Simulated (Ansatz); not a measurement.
# Rigid cleavage in MoP4

Method: DFT PBEsol, scalar-relativistic, plane waves, PAW in Ansatz. Settings: plane waves to 420 eV, k-mesh 8×7×4 (Γ-centred), Gaussian smearing 0.15 eV. No spin polarisation. Energies are free energies at this smearing, counted from the undisturbed cell; pressure is positive in compression.

The starting cell (relaxed at this level; it needn't be the usual structure):

```
Mo P
1.0
    -5.29378    0.00000   -0.00967
     2.03419    0.00000   -5.40800
     0.00000  -11.11443    0.00000
Mo P
4 16
Cartesian
  1.5256 -8.7153 -4.0560
  -1.1212 -3.1581 -4.0608
  0.5085 -10.0036 -1.3520
  -2.1383 -4.4464 -1.3568
  -0.5253 -2.7395 -1.7219
  -3.1722 -8.2967 -1.7267
  -3.7514 -2.7395 -0.9918
  -1.1045 -8.2967 -0.9869
  -2.7343 -4.8650 -3.6958
  -0.0874 -10.4222 -3.6910
  0.4918 -4.8650 -4.4259
  -2.1551 -10.4222 -4.4307
  0.4676 -1.3547 -4.3823
  -2.1793 -6.9119 -4.3872
  -2.7101 -1.3547 -3.7393
  -0.0632 -6.9119 -3.7345
  -3.7272 -6.2498 -1.0353
  -1.0803 -0.6926 -1.0305
  -0.5495 -6.2498 -1.6783
  -3.1964 -0.6926 -1.6832
```

The cut lies on the cell's a–b face, a (0 -1 0) plane (indices in the standard cell, whose axes needn't be the Cartesian ones shown) of area 28.65 Å², between layers 1.38 Å apart. Vector c is lengthened by d along the normal with the atoms' Cartesian places fixed: one unrelaxed cut a cell. The cell is metallic on the mesh throughout.

| d (Å) | energy (J/m²) | traction dE/dd (GPa) |
| --- | --- | --- |
| -0.30 | 0.95 | -75.6 |
| 0.00 | 0.00 | 0.0 |
| 0.25 | 0.33 | 22.2 |
| 0.50 | 0.96 | 26.7 |
| 1.00 | 2.12 | 18.2 |
| 1.50 | 2.79 | 9.1 |
| 2.00 | 3.10 | 3.9 |
| 3.00 | ? | ? |
| 6.00 | ? | 0.0 |

(1) Give the withheld values.

Answers

(1) energy (J/m²) at d (Å) = 3.00: 3.27; traction dE/dd (GPa) at d (Å) = 3.00: 0.6; energy (J/m²) at d (Å) = 6.00: 3.31.

Cost: 9 runs of about 22 core-minutes in all, on Intel Xeon 6975P-C (Granite Rapids) (shared hosts).